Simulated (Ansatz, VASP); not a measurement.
## Two plane-wave programs on MgO

File INCAR:

```
SYSTEM = MgO
PREC     = Accurate       ! precision mode
ENCUT    = 520            ! plane-wave cutoff, eV
EDIFF    = 1E-7           ! SCF threshold, eV
ISMEAR   = 0              ! smearing method
SIGMA    = 0.05           ! smearing width, eV
LREAL    = .FALSE.        ! projectors in reciprocal space
LASPH    = .TRUE.         ! aspherical terms in the spheres
NELM     = 80             ! most SCF steps
ALGO     = Normal         ! electronic algorithm
ISIF     = 2              ! what is computed and relaxed
LWAVE    = .FALSE.        ! write WAVECAR
LCHARG   = .FALSE.        ! write CHGCAR
GGA      = CA             ! functional
NBANDS   = 11             ! bands
```

Contents of KPOINTS:

```
Automatic mesh
0
G
  9 9 8
  0 0 0
```

File POSCAR:

```
MgO
1.0
    2.8498802763      0.0000000000      0.0000000000
   -1.4249401382      2.4680687170      0.0000000000
    0.0000000000      0.0000000000      2.7600704000
Mg O
1 1
Direct
    0.0000000000      0.0000000000      0.0000000000
    0.3333333333      0.6666666667      0.5000000000
```

Input for Ansatz:

```yaml
crystal:
  lattice:
    - [2.8498802763, 0.0, 0.0]
    - [-1.4249401382, 2.468068717, 0.0]
    - [0.0, 0.0, 2.7600704]
  atoms:
    - { symbol: Mg, position: [0.0, 0.0, 0.0] }
    - { symbol: O, position: [0.3333333333, 0.6666666667, 0.5] }
basis:
  ecutwfc: 420
kpoints:
  mp_grid: { grid: [9, 9, 8] }
hamiltonian:
  xc: lda
scf:
  occupations: { method: gaussian, width: 0.05 }
output:
  forces: true
  stress: true
  eigenvalues: true
```

Change from the starting cell: strain -0.030 along x and y, +0.030 along z, atoms carried along.

Alike in both runs: task single point; functional LDA; k mesh 9 × 9 × 8; occupations gaussian, width 0.05 eV; no spin polarisation.

|  | VASP | Ansatz |
| --- | --- | --- |
| version | VASP 6.6.1 | Ansatz 0.2.0 |
| potentials or method | VASP PAW LDA potentials, release 64 (Mg, O) | scalar-relativistic, plane waves, PAW |
| plane-wave cutoff (eV) | 520 | 420 |
| valence electrons in the cell | 8 | 16 |

|  | VASP | Ansatz | Ansatz less VASP |
| --- | --- | --- | --- |
| gap on the k mesh at the Fermi level (eV) | 2.84 | 2.84 | +0.007 |
| least direct gap on the mesh (eV) | 3.25 | 3.25 | +0.004 |
| pressure (GPa) | -8.0 | -6.4 | +1.60 |
| largest component of the traceless stress (GPa) | 22.14 | 21.94 | -0.206 |

The two sets of potentials don't hold the same shells in valence.

Caveats: an odd mesh through Γ misses points on the zone boundary, where band edges often lie.
